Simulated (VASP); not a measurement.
# Lu (Im-3m) in VASP: a series of runs

The runs below take Lu through single point, with r2SCAN.

Everything below comes from runs of VASP 6.6.1. Logs are shortened: lines on timing, memory, paths and dates and some standing lists are left out, and cuts for length are marked.

## Step 1: Starting point

The structure is cubic, space group Im-3m (No. 229). The conventional cell has a = 3.884 Å, b = 3.884 Å, c = 3.884 Å, α = 90.00°, β = 90.00°, γ = 90.00°. Lu (site symmetry m-3m) is surrounded by 8 Lu at 3.36 Å.

This isn't the form of Lu at room conditions, which is hcp.

## Step 2: Single point, r2SCAN

Input file POSCAR:

```
Lu
1.0
   -1.9417899878      1.9417899878      1.9417899878
    1.9417899878     -1.9417899878      1.9417899878
    1.9417899878      1.9417899878     -1.9417899878
Lu
1
Direct
   -0.0172786022     -0.0000522567      0.0263228235
```

Input file INCAR.step1:

```
SYSTEM = Lu
ALGO = Normal ; EDIFF = 1E-4
ENCUT = 520 ; GGA = PE
ISMEAR = -1 ; LASPH = .TRUE.
LCHARG = .FALSE. ; LREAL = .FALSE.
LWAVE = .TRUE. ; NBANDS = 18
NELM = 100 ; PREC = Accurate
SIGMA = 0.1
```

Input file INCAR.step2:

```
SYSTEM = Lu
ALGO = Normal ; EDIFF = 1E-6
ENCUT = 520 ; ISIF = 2
ISMEAR = -1 ; ISTART = 1
LASPH = .TRUE. ; LCHARG = .TRUE.
LELF = .TRUE. ; LMIXTAU = .TRUE.
LREAL = .FALSE. ; LVHAR = .TRUE.
LWAVE = .FALSE. ; METAGGA = R2SCAN
NBANDS = 18 ; NELM = 100
PREC = Accurate ; SIGMA = 0.1
```

Input file KPOINTS:

```
k-points
0
G
  7 7 7
  0 0 0
```

Potentials or basis: VASP PAW PBE potentials, release 64 (Lu).

Started as:

```sh
> cat potpaw_PBE.64/Lu/POTCAR > POTCAR
> cp INCAR.step1 INCAR
> mpirun -np 1 vasp_std > vasp.out
> cp INCAR.step2 INCAR
> mpirun -np 1 vasp_std > vasp.out
```

OUTCAR:

```text
SYSTEM = Lu
   EDIFF = 1E-6
   ENCUT = 520
   ISIF = 2
   ISMEAR = -1
   ISTART = 1
   LASPH = .TRUE.
   LREAL = .FALSE.
   METAGGA = R2SCAN
   NELM = 100
   PREC = Accurate

 ion  position               nearest neighbor table
   1  0.983  1.000  0.026-

  LATTYP: Found a body centered cubic cell.
 ALAT       =     3.8835799756

  Lattice vectors:

 A1 = (  -1.9417899878,   1.9417899878,   1.9417899878)
 A2 = (   1.9417899878,  -1.9417899878,   1.9417899878)
 A3 = (   1.9417899878,   1.9417899878,  -1.9417899878)

Analysis of symmetry for initial positions (statically):
=====================================================================
 Subroutine PRICEL returns:
 Original cell was already a primitive cell.

 Routine SETGRP: Setting up the symmetry group for a
 body centered cubic supercell.

 Subroutine GETGRP returns: Found 48 space group operations
 (whereof  1 operations were pure point group operations)
 out of a pool of 48 trial point group operations.

The static configuration has the point symmetry C_1 .
 The point group associated with its full space group is O_h .

Analysis of symmetry for dynamics (positions and initial velocities):
=====================================================================
 Subroutine PRICEL returns:
 Original cell was already a primitive cell.

 Routine SETGRP: Setting up the symmetry group for a
 body centered cubic supercell.

 Subroutine GETGRP returns: Found 48 space group operations
 (whereof  1 operations were pure point group operations)
 out of a pool of 48 trial point group operations.

The dynamic configuration has the point symmetry C_1 .
 The point group associated with its full space group is O_h .

 Subroutine INISYM returns: Found 48 space group operations
 (whereof  1 operations are pure point group operations),
 and found     1 'primitive' translations

----------------------------------------------------------------------------------------

                                     Primitive cell

  volume of cell :      29.2865

  direct lattice vectors                    reciprocal lattice vectors
    -1.941789988  1.941789988  1.941789988     0.000000000  0.257494375  0.257494375
     1.941789988 -1.941789988  1.941789988     0.257494375  0.000000000  0.257494375
     1.941789988  1.941789988 -1.941789988     0.257494375  0.257494375  0.000000000

  length of vectors
     3.363278916  3.363278916  3.363278916     0.364152038  0.364152038  0.364152038

  position of ions in fractional coordinates (direct lattice)
     0.982721398  0.999947743  0.026322824

  ion indices of the primitive-cell ions
   primitive index   ion index
                 1           1

----------------------------------------------------------------------------------------

 KPOINTS: k-points

Automatic generation of k-mesh.
 Grid dimensions read from file:
 generate k-points for:    7    7    7

 Generating k-lattice:

  Cartesian coordinates                     Fractional coordinates (reciprocal lattice)
     0.000000000  0.036784911  0.036784911     0.142857143  0.000000000  0.000000000
     0.036784911  0.000000000  0.036784911     0.000000000  0.142857143  0.000000000
     0.036784911  0.036784911  0.000000000     0.000000000  0.000000000  0.142857143

  Length of vectors
     0.052021720  0.052021720  0.052021720

  Shift w.r.t. Gamma in fractional coordinates (k-lattice)
     0.000000000  0.000000000  0.000000000

 Subroutine IBZKPT returns following result:
 ===========================================

 Found     20 irreducible k-points:

 Following reciprocal coordinates:
            Coordinates               Weight
  0.000000  0.000000  0.000000      1.000000
  0.142857  0.000000  0.000000     12.000000
  0.285714  0.000000  0.000000     12.000000
  0.428571  0.000000  0.000000     12.000000
  0.142857  0.142857  0.000000     24.000000
  0.285714  0.142857  0.000000     48.000000
[... 12 lines left out ...]
 -0.428571 -0.428571  0.285714      8.000000
 -0.428571  0.428571  0.428571      6.000000
   k-points           NKPTS =     20   k-points in BZ     NKDIM =     20   number of bands    NBANDS=     18
   number of dos      NEDOS =    301   number of ions     NIONS =      1
   total plane-waves  NPLWV =  21952
   dimension x,y,z NGX =    28 NGY =   28 NGZ =   28
   dimension x,y,z NGXF=    56 NGYF=   56 NGZF=   56
   ions per type =               1
   NGX,Y,Z   is equivalent  to a cutoff of  13.84, 13.84, 13.84 a.u.
   NGXF,Y,Z  is equivalent  to a cutoff of  27.68, 27.68, 27.68 a.u.
 SYSTEM =  Lu
   PREC   = accura    normal or accurate (medium, high low for compatibility)
   ISTART =      1    job   : 0-new  1-cont  2-samecut
   ICHARG =      0    charge: 1-file 2-atom 10-const
   ISPIN  =      1    spin polarized calculation?
   LNONCOLLINEAR =      F non collinear calculations
   LSORBIT =      F    spin-orbit coupling
   LASPH  =      T    aspherical Exc in radial PAW
   ENCUT  =  520.0 eV  38.22 Ry    6.18 a.u.   6.25  6.25  6.25*2*pi/ulx,y,z
   NELM   =    100;   NELMIN=  2; NELMDL=  0     # of ELM steps
   EDIFF  = 0.1E-05   stopping-criterion for ELM
   LREAL  =      F    real-space projection
   EDIFFG = 0.1E-04   stopping-criterion for IOM
   NSW    =      0    number of steps for IOM
   IBRION =     -1    ionic relax: 0-MD 1-quasi-New 2-CG
   NFREE  =      0    steps in history (QN), initial steepest desc. (CG)
   ISIF   =      2    stress and relaxation
   ISYM   =      2    0-nonsym 1-usesym 2-fastsym
   POTIM  = 0.5000    time-step for ionic-motion
   TEBEG  =    0.0;   TEEND  =   0.0 temperature during run
   PSTRESS=    0.0 pullay stress
   NELECT =      25.0000    total number of electrons
   NUPDOWN=      -1.0000    fix difference up-down
   EMIN   =  10.00;   EMAX   =-10.00  energy-range for DOS
   EFERMI =   0.00;   METHOD = LEGACY
   ISMEAR =    -1;   SIGMA  =   0.10  broadening in eV -4-tet -1-fermi 0-gaus
   EFERMI_NEDOS =   21; number of points for ismear=-14 and -15
   IALGO  =     38    algorithm
   IMIX   =      4    mixing-type and parameters
     AMIX     =   0.40;   BMIX     =  1.00
     AMIX_MAG =   1.60;   BMIX_MAG =  1.00
  volume/ion in A,a.u.               =      29.29       197.63
  Fermi-wavevector in a.u.,A,eV,Ry     =   1.552980  2.934707 32.813816  2.411747
  Thomas-Fermi vector in A             =   2.657277
   LORBIT       =      0    0 simple, 1 ext, 2 COOP (PROOUT), +10 PAW based schemes
   METAGGA = R2SCAN    functional components
   LHFCALC =     F    Hartree Fock is set to
   AEXX    =    0.0000 exact exchange contribution
   IVDW    =     0    specifies the selected vdW correction
   LEPSILON=     F    determine dielectric tensor
   LRPA    =     F    only Hartree local field effects (RPA)
 non-spin polarized calculation
  energy-cutoff  :      520.00
  volume of cell :       29.29
 maximum number of plane-waves:       798
 NGX is ok and might be reduce to    28
   NGX = 13   NGY = 13   NGZ = 13

 number of electron      25.0000001 magnetization

 Free energy of the ion-electron system (eV)
  ---------------------------------------------------
  ext. energy  EPLUGINS =         0.00000000
  ---------------------------------------------------
  free energy    TOTEN  =       -37.97760444 eV

  energy without entropy =      -37.91330897  energy(sigma->0) =      -37.94545670

 E-fermi :   2.3078     XC(G=0): -11.5674

 val. band max:        2.2460424286   @ k =   0.2857   0.1429   0.1429
 cond. band min:       2.3913546769   @ k =  -0.2857   0.2857   0.2857
 fundamental gap:      0.1453122482
 Fermi energy:         2.3077771533

 k-point     1 :       0.0000    0.0000    0.0000
  band No.  band energies     occupation
      1     -55.8257      2.00000
      2     -25.5846      2.00000
      3     -25.5846      2.00000
      4     -25.5842      2.00000
      5      -4.1069      2.00000
      6      -3.0732      2.00000
[... 10 lines left out ...]
     17       6.9313      0.00000
     18      14.4225      0.00000

 k-point     2 :       0.1429    0.0000    0.0000
  band No.  band energies     occupation
      1     -55.8195      2.00000
      2     -25.6814      2.00000
      3     -25.6147      2.00000
      4     -25.5847      2.00000
      5      -3.5030      2.00000
      6      -3.0681      2.00000
[... 10 lines left out ...]
     17       6.9385      0.00000
     18      14.8765      0.00000

 k-point     3 :       0.2857    0.0000    0.0000
  band No.  band energies     occupation
      1     -55.8054      2.00000
      2     -25.8918      2.00000
      3     -25.6821      2.00000
      4     -25.5857      2.00000
      5      -3.0624      2.00000
      6      -3.0401      2.00000
[... 10 lines left out ...]
     17       7.1474      0.00000
     18      13.8082      0.00000

 k-point     4 :       0.4286    0.0000    0.0000
  band No.  band energies     occupation
      1     -55.7942      2.00000
      2     -26.0538      2.00000
      3     -25.7354      2.00000
      4     -25.5865      2.00000
      5      -3.0640      2.00000
      6      -3.0452      2.00000
[... 10 lines left out ...]
     17       9.2748      0.00000
     18      11.6874      0.00000

 k-point     5 :       0.1429    0.1429    0.0000
  band No.  band energies     occupation
      1     -55.8093      2.00000
      2     -25.8250      2.00000
      3     -25.6519      2.00000
      4     -25.6068      2.00000
      5      -3.0596      2.00000
      6      -3.0467      2.00000
[... 10 lines left out ...]
     17       7.3478      0.00000
     18      14.5895      0.00000

 k-point     6 :       0.2857    0.1429    0.0000
  band No.  band energies     occupation
      1     -55.7967      2.00000
      2     -25.9806      2.00000
      3     -25.7338      2.00000
      4     -25.6160      2.00000
      5      -3.0545      2.00000
      6      -3.0432      2.00000
[... 10 lines left out ...]
     17       8.5572      0.00000
     18      12.0104      0.00000

 k-point     7 :       0.4286    0.1429    0.0000
  band No.  band energies     occupation
      1     -55.7910      2.00000
      2     -26.0452      2.00000
      3     -25.7751      2.00000
      4     -25.6180      2.00000
      5      -3.0564      2.00000
      6      -3.0515      2.00000
[... 10 lines left out ...]
     17      10.1577      0.00000
     18      10.5131      0.00000

 k-point     8 :       0.2857    0.2857    0.0000
  band No.  band energies     occupation
      1     -55.7896      2.00000
      2     -25.9792      2.00000
      3     -25.8470      2.00000
      4     -25.6420      2.00000
      5      -3.0547      2.00000
      6      -3.0409      2.00000
[... 10 lines left out ...]
     17       9.5646      0.00000
     18      10.7102      0.00000
[... 145 lines left out ...]
     17       8.6395      0.00000
     18      12.0862      0.00000

 k-point    16 :      -0.4286   -0.4286    0.1429
  band No.  band energies     occupation
      1     -55.7835      2.00000
      2     -25.9972      2.00000
      3     -25.8647      2.00000
      4     -25.6885      2.00000
      5      -3.0604      2.00000
      6      -3.0429      2.00000
[... 10 lines left out ...]
     17      10.2101      0.00000
     18      10.4528      0.00000

 k-point    17 :      -0.2857    0.2857    0.2857
  band No.  band energies     occupation
      1     -55.7882      2.00000
      2     -25.8793      2.00000
      3     -25.7896      2.00000
      4     -25.7894      2.00000
      5      -3.0449      2.00000
      6      -3.0349      2.00000
[... 10 lines left out ...]
     17       7.0472      0.00000
     18      13.7351      0.00000

 k-point    18 :      -0.4286    0.4286    0.2857
  band No.  band energies     occupation
      1     -55.7786      2.00000
      2     -25.9694      2.00000
      3     -25.8480      2.00000
      4     -25.8002      2.00000
      5      -3.0644      2.00000
      6      -3.0389      2.00000
[... 10 lines left out ...]
     17       8.7827      0.00000
     18      11.7511      0.00000

 k-point    19 :      -0.4286   -0.4286    0.2857
  band No.  band energies     occupation
      1     -55.7741      2.00000
      2     -25.9367      2.00000
      3     -25.9366      2.00000
      4     -25.8131      2.00000
      5      -3.0725      2.00000
      6      -3.0311      2.00000
[... 10 lines left out ...]
     17      10.1034      0.00000
     18      10.7463      0.00000

 k-point    20 :      -0.4286    0.4286    0.4286
  band No.  band energies     occupation
      1     -55.7700      2.00000
      2     -25.9269      2.00000
      3     -25.9095      2.00000
      4     -25.9092      2.00000
      5      -3.0791      2.00000
      6      -3.0342      2.00000
[... 10 lines left out ...]
     17       8.8113      0.00000
     18      10.8003      0.00000

------------------------ aborting loop because EDIFF is reached ----------------------------------------

  FORCE on cell =-STRESS in cart. coord.  units (eV):
  Direction    XX          YY          ZZ          XY          YZ          ZX
  --------------------------------------------------------------------------------------
  -------------------------------------------------------------------------------------
  Total        0.1309655      0.1309655      0.1309655     -0.0000000     -0.0000000      0.0000000
  in kB        7.1647440      7.1647440      7.1647440     -0.0000000     -0.0000000      0.0000000
  external PRESSURE =       7.1647440 kB  Pullay stress =       0.0000000 kB

 VOLUME and BASIS-vectors are now :
 -----------------------------------------------------------------------------
  energy-cutoff  :      520.00
  volume of cell :       29.29
      direct lattice vectors                 reciprocal lattice vectors
    -1.941789988  1.941789988  1.941789988     0.000000000  0.257494375  0.257494375
     1.941789988 -1.941789988  1.941789988     0.257494375  0.000000000  0.257494375
     1.941789988  1.941789988 -1.941789988     0.257494375  0.257494375  0.000000000

 POSITION                                       TOTAL-FORCE (eV/Angst)
 -----------------------------------------------------------------------------------
      0.08456      0.01766      3.79881        -0.000000      0.000000     -0.000000
 -----------------------------------------------------------------------------------
    total drift:                               -0.000007     -0.000016      0.000008

  FREE ENERGIE OF THE ION-ELECTRON SYSTEM (eV)
  ---------------------------------------------------
  free  energy   TOTEN  =       -37.9776044388 eV

  energy  without entropy=      -37.9133089671  energy(sigma->0) =      -37.94545670
```

Run time: 57 s. Hardware: 1 thread of Intel Xeon Platinum 8259CL at 2.50GHz (Skylake/Cascade Lake), shared host; peak memory 0.18 GiB.

What came out:

| Property | Result |
| --- | --- |
| Free energy | -37.9776 eV |
| Pressure | 0.7 GPa |
| Band gap on the k mesh | none (metal or under the smearing width) |

Caveat: the PAW data sets were made with another functional, which shifts forces and pressure a little.

## Step 3: Single point, r2SCAN

This run uses another cell than the first one, of 29.60 Å³/atom, 1.011 times its volume.

Input file POSCAR:

```
Lu
1.0
   -1.9487404559      1.9487404559      1.9487404559
    1.9487404559     -1.9487404559      1.9487404559
    1.9487404559      1.9487404559     -1.9487404559
Lu
1
Direct
   -0.0172786022     -0.0000522567      0.0263228235
```

Input file INCAR.step1:

```
ALGO = Normal
EDIFF = 1E-4
ENCUT = 520
GGA = PE
ISMEAR = -1
LASPH = True
LCHARG = False
LREAL = False
LWAVE = True
NBANDS = 18
NELM = 100
PREC = Accurate
SIGMA = 0.1
```

Input file INCAR.step2:

```
ALGO = Normal
EDIFF = 1E-6
ENCUT = 520
ISIF = 2
ISMEAR = -1
ISTART = 1
LASPH = True
LCHARG = False
LMIXTAU = True
LREAL = False
LWAVE = False
METAGGA = R2SCAN
NBANDS = 18
NELM = 100
PREC = Accurate
SIGMA = 0.1
```

Input file KPOINTS:

```
k-points
0
Gamma
  7 7 7
```

Potentials or basis: VASP PAW PBE potentials, release 64 (Lu).

Started as:

```sh
> cat potpaw_PBE.64/Lu/POTCAR > POTCAR
> cp INCAR.step1 INCAR
> mpirun -np 1 vasp_std > vasp.out
> cp INCAR.step2 INCAR
> mpirun -np 1 vasp_std > vasp.out
```

Run time: 52 s. Hardware: 1 thread of Intel Xeon Platinum 8259CL at 2.50GHz (Skylake/Cascade Lake), shared host; peak memory 0.18 GiB.

The run converged. Its results:

| Property | Result |
| --- | --- |
| Free energy | -37.9789 eV |
| Pressure | 0.3 GPa |
| Band gap on the k mesh | none (metal or under the smearing width) |

Levels at points of the mesh, in eV from the Fermi level:
```
           k point  band 8  band 9  band 10  band 11  band 12  band 13  band 14  band 15  band 16  band 17
(0.00, 0.00, 0.00)   -5.40   -5.31    -5.31    -5.31    -5.29     2.45     2.45     2.45     4.59     4.59
```

Caveat: the PAW data sets were made with another functional, which shifts forces and pressure a little.
